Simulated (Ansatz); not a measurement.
MgS (F-43m) from a database of computed structures (r2SCAN geometry), in Ansatz:

```cif
data_structure
_symmetry_space_group_name_H-M 'P 1'
_symmetry_Int_Tables_number 1
_cell_length_a 4.0035
_cell_length_b 4.0035
_cell_length_c 4.0035
_cell_angle_alpha 60.000
_cell_angle_beta 60.000
_cell_angle_gamma 60.000
_cell_volume 45.37
loop_
_atom_site_label
_atom_site_type_symbol
_atom_site_fract_x
_atom_site_fract_y
_atom_site_fract_z
_atom_site_occupancy
Mg1 Mg 0.00000 0.00000 0.00000 1
S1 S 0.75000 0.75000 0.75000 1
```

G0W0@r2SCAN with 170 empty bands, a screening cutoff of 140 eV and a 4×4×4 mesh (PAW, contour deformation) gives 5.392 eV over the mesh points, from an r2SCAN gap of 4.137 eV; it sums over 178 bands with 169 plane waves in the screening and a wave cutoff of 500 eV. G0W0 here is at a finite number of bands, screening cutoff and k mesh, not at the basis limit. Calculated for a static, non-magnetic cell.

(1) Estimate the gap with empty bands 73, screening cutoff 80 eV.

(2) Another run gave a Kohn-Sham gap of 3.176 eV and a G0W0 gap of 4.880 eV, summing over 178 bands with 169 plane waves in the screening and a wave cutoff of 420 eV. What was changed?

(3) Estimate the gap with potentials of the kind norm-conserving, with them a wave cutoff of 1143 eV.

(4) Estimate the gap with starting point PBE, with them a wave cutoff of 420 eV.

Answers

(1) 5.266 eV (-0.126 eV), from a Kohn-Sham gap of 4.137 eV.

(2) Starting point LDA, with them a wave cutoff of 420 eV. The Kohn-Sham gap has moved while bands and screening basis stay; the higher wave cutoff is that of a meta-GGA.

(3) 5.383 eV (-0.009 eV), from a Kohn-Sham gap of 4.136 eV.

(4) 5.019 eV (-0.373 eV), from a Kohn-Sham gap of 3.462 eV.
